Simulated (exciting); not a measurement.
# Tm under changes of volume

One of the cells (30.607 Å³/atom); the others are scaled copies at fixed shape and fractional positions:

```
Tm
1.0
    -1.97055    1.97055    1.97055
     1.97055   -1.97055    1.97055
     1.97055    1.97055   -1.97055
Tm
1
Direct
  0.00000 0.00000 0.00000
```

This isn't the form of Tm at room conditions, which is hcp.

```yaml
Program: exciting (release sodium)
Functional: PBEsol
Potentials_or_basis: all-electron LAPW+lo, shipped species files, valence relativity iora*
rgkmax: 9.5
k_mesh: 10 × 10 × 10
Occupations: fermi-dirac, width 0.05 eV
Spin: collinear spin, ferromagnetic start
```

```csv
volume (Å³/atom),energy over the lowest point (meV/atom),moment (μB per cell)
28.771,?,?
29.383,7.77,1.13
29.995,3.93,1.12
30.607,0.35,1.11
31.219,0.00,1.10
31.831,0.67,1.10
32.444,3.19,1.09
```

Task: What does the run at 28.771 Å³/atom give?

Result: Energy over the lowest point 14.99 meV/atom; moment 1.13 μB per cell.

Worked out: A Birch-Murnaghan fit of order 3 (a polynomial in V^(-2/3)) to the other rows has its minimum at 31.26 Å³/atom with B0 = V·E''(V) = 24 GPa (rough, since the energies scatter). It gives 13.60 meV/atom at 28.771 Å³/atom, against the run's 14.99. A straight line through the other rows of the moment, of slope -0.0126 μB per Å³/atom, extrapolates to 1.14 μB, against the run's 1.13.

Energies are extrapolated to zero smearing.

Caveats: the magnetic or orbital state may not be the lowest; the free energy is that total less TS from the occupations.
